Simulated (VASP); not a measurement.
Input of a VASP 6.6.1 run:

Contents of INCAR:

```
SYSTEM = Br
ALGO = Fast
EDIFF = 1E-6
ENCUT = 520
GGA = CA
ISIF = 2
ISMEAR = 0
LASPH = .True.
LCHARG = .False.
LREAL = .False.
LWAVE = .False.
NELM = 80
PREC = Accurate
SIGMA = 0.02
```

File KPOINTS:

```
k-points
0
Gamma
  8 8 4
  0 0 0
```

POSCAR

```
Br
1.0
    3.3632500000     -2.3225500000      0.0000000000
    3.3632500000      2.3225500000      0.0000000000
    0.0000000000      0.0000000000      8.7023000000
Br
4
Direct
    0.3651000000      0.6349000000      0.3901000000
    0.1349000000      0.8651000000      0.8901000000
    0.6349000000      0.3651000000      0.6099000000
    0.8651000000      0.1349000000      0.1099000000
```

KPOINTS_OPT

```
path GXSRAZGYX1A1TY,ZT
20
line-mode
reciprocal
 0.0000000000  0.0000000000  0.0000000000  G
 0.3692207505 -0.3692207505  0.0000000000  X

 0.3692207505 -0.3692207505  0.0000000000  X
 0.0000000000 -0.5000000000  0.0000000000  S

 0.0000000000 -0.5000000000  0.0000000000  S
 0.0000000000 -0.5000000000 -0.5000000000  R

 0.0000000000 -0.5000000000 -0.5000000000  R
 0.3692207505 -0.3692207505 -0.5000000000  A

 0.3692207505 -0.3692207505 -0.5000000000  A
 0.0000000000  0.0000000000 -0.5000000000  Z

 0.0000000000  0.0000000000 -0.5000000000  Z
 0.0000000000  0.0000000000  0.0000000000  G

 0.0000000000  0.0000000000  0.0000000000  G
-0.5000000000 -0.5000000000  0.0000000000  Y

-0.5000000000 -0.5000000000  0.0000000000  Y
-0.3692207505 -0.6307792495  0.0000000000  X1

-0.3692207505 -0.6307792495  0.0000000000  X1
-0.3692207505 -0.6307792495 -0.5000000000  A1

-0.3692207505 -0.6307792495 -0.5000000000  A1
-0.5000000000 -0.5000000000 -0.5000000000  T

-0.5000000000 -0.5000000000 -0.5000000000  T
-0.5000000000 -0.5000000000  0.0000000000  Y

 0.0000000000  0.0000000000 -0.5000000000  Z
-0.5000000000 -0.5000000000 -0.5000000000  T
```

Potentials or basis: VASP PAW LDA potentials, release 64 (Br).

The run is started by

```bash
$ cat potpaw_LDA.64/Br/POTCAR > POTCAR
$ mpirun -np 1 vasp_std > vasp.out
```

**Question.** What does it give for the band gap on the k mesh?

**Answer.** 1.73 eV, indirect (least direct gap 1.77 eV).

**Question.** Predict the largest force.

**Answer.** 0.729 eV/Å.

Stress tensor (GPa, compression positive):
```
-1.07  0.00  0.00
 0.00 -1.87  0.00
 0.00  0.00 -0.59
```

Expect the measured gap to be larger: semilocal functionals such as LDA lack the derivative discontinuity.
